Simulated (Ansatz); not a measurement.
Computed energy against volume: LaAlO3 (cubic perovskite)

LaAlO$_{3}$ (cubic perovskite)

```yaml
crystal:
  lattice:
    - [3.81241, 0.00000, 0.00000]
    - [0.00000, 3.81241, 0.00000]
    - [0.00000, 0.00000, 3.81241]
  atoms:
    - { symbol: La, position: [0.00000, 0.00000, 0.00000] }
    - { symbol: Al, position: [0.50000, 0.50000, 0.50000] }
    - { symbol: O, position: [0.00000, 0.50000, 0.50000] }
    - { symbol: O, position: [0.50000, 0.50000, 0.00000] }
    - { symbol: O, position: [0.50000, 0.00000, 0.50000] }
```

E(V) scan at fixed shape, V₀ the volume above. Symmetry pins the atoms to their sites.

These are PBE (plane waves to 420 eV, PAW, scalar-relativistic; Ansatz, a quantum-chemistry and plane-wave program) values and carry that method's errors. k mesh 9×9×9 (Γ-centred), Fermi-Dirac smearing 0.05 eV. E stands for the smeared free energy. Stress and pressure are positive under compression. LaAlO3 is run without spin polarisation. LaAlO3 was relaxed with its symmetry unable to fall. This is a high-temperature form of LaAlO3. ΔE is measured from the relaxed starting cell.

| V (Å³/cell) | ΔE (meV/atom) | P (GPa) |
|---|---|---|
| 52.09 | 26.6 | 13.5 |
| 52.64 | 18.2 | 11.0 |
| 53.19 | 11.4 | 8.5 |
| 53.75 | 6.3 | 6.2 |
| 54.30 | 2.8 | 4.1 |
| 54.86 | 0.7 | 2.0 |
| 55.41 | 0.0 | 0.0 |
| 55.97 | 0.6 | -1.9 |
| 56.52 | 2.5 | -3.6 |
| 57.07 | 5.7 | -5.3 |
| 57.63 | 9.9 | -6.9 |
| 58.18 | 15.2 | -8.4 |
| 58.74 | 21.5 | -9.9 |

Derived quantities:

```yaml
pressure_at_the_smallest_volume: 13.5 GPa
energy_cost_of_the_largest_compression: 26.6 meV/atom
energy_cost_of_the_largest_expansion: 21.5 meV/atom
Bulk modulus B₀ (third-order Birch-Murnaghan fit): 192 GPa
Pressure derivative B₀′ (fit): 4.2
equilibrium_volume_of_the_fit: 11.08 Å³/atom
Pressure for 5 % compression (fit): 11.0 GPa
```

(Under strain, the slope of the energy per volume gives the stress and its curvature an elastic modulus.)
